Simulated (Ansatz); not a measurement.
# Ge (hcp type): how the settings move a single-point run

How sensitive is a single-point run of Ge (hcp type) to its settings? A reference run comes first, then one run with altered input.

Program: Ansatz 0.2.0. Level of theory: reference: DFT, PBE, all-electron LAPW, scalar-relativistic. These are calculated values, not measurements.

## (1) The starting structure

It takes space group P6_3/mmc (No. 194, hexagonal). Conventional cell: a = 2.916 Å, b = 2.916 Å, c = 4.951 Å, α = 90.00°, β = 90.00°, γ = 120.00°. Ge (site symmetry -6m2) has 12 Ge at 2.92 to 2.99 Å as nearest neighbours.

As a file:

```
CELL_PARAMETERS angstrom
2.91573 0.00000 0.00000
-1.45787 2.52510 0.00000
0.00000 0.00000 4.95121
ATOMIC_POSITIONS crystal
Ge 0.33333 0.66667 0.25000
Ge 0.66667 0.33333 0.75000
```

## (2) Baseline

File input.yaml:

```yaml
crystal:
  lattice:
    - [2.9157300969, 0.0, 0.0]
    - [-1.4578650484, 2.5250963345, 0.0]
    - [0.0, 0.0, 4.9512115212]
  atoms:
    - { symbol: Ge, position: [0.3333333333, 0.6666666667, 0.25] }
    - { symbol: Ge, position: [0.6666666667, 0.3333333333, 0.75] }
kpoints:
  mp_grid: { grid: [15, 15, 8] }
scf:
  occupations: { method: fermi_dirac, width: 0.05 }
hamiltonian:
  xc: pbe
  pseudopotentials: { kind: all_electron, lapw: { basis_error: 0.0005 } }
output:
  forces: true
  stress: true
  eigenvalues: true
```

On the command line:

```sh
$ ansatz run input.yaml --threads 1 --pin off --max-ram 2048MiB --backend cpu --events-out ev --progress --plain --runs-dir out
```

## (3) Changing settings: mixing.algorithm anderson, mixing.beta 0.1, dispersion d4

input.yaml: that of step 2 with these lines changed.

```diff
@@ -12,2 +12,3 @@
   occupations: { method: fermi_dirac, width: 0.05 }
+  mixing: { algorithm: anderson, beta: 0.1 }
 hamiltonian:
@@ -15,2 +16,3 @@
   pseudopotentials: { kind: all_electron, lapw: { basis_error: 0.0005 } }
+  dispersion: d4
 output:
```

What does the calculation give? Wanted: for each run, ending; energy change; pressure; gap; force.

As calculated:

| run | ending | energy change | pressure (GPa) | gap (eV) | force (eV/Å) | cycles | time |
| --- | --- | --- | --- | --- | --- | --- | --- |
| reference | converged | 0 | 4.6 | 0.00 | 0.00 | 7 | 41 s |
| 1: mixing.algorithm anderson, mixing.beta 0.1, dispersion d4 | converged | -393.7 meV/atom (offset of the dispersion model) | 1.3 | 0.00 | 0.00 | 9 | 49 s |

Residual by cycle in the longest SCF loop of each run; runs are numbered as in the table. The quantity is the density residual dr2, in eV.

| cycle | reference | run 1 |
| --- | --- | --- |
| 1 | 0.00578 | 0.00578 |
| 2 | 0.00251 | 0.00499 |
| 3 | 0.00115 | 0.00219 |
| 4 | 3.2e-4 | 6.5e-4 |
| 5 | 6.1e-6 | 1.2e-5 |
| 6 | 1.7e-7 | 8.5e-6 |
| 7 | 8.3e-9 | 6.3e-7 |
| 8 | - | 4.8e-7 |
| 9 | - | 2.1e-8 |

What this shows: The energy moves by -393.7 meV/atom, nearly all of it the dispersion term itself (-393.7 meV/atom); that offset belongs to the model and is no gain or loss of stability; the pressure goes from 4.6 to 1.3 GPa.
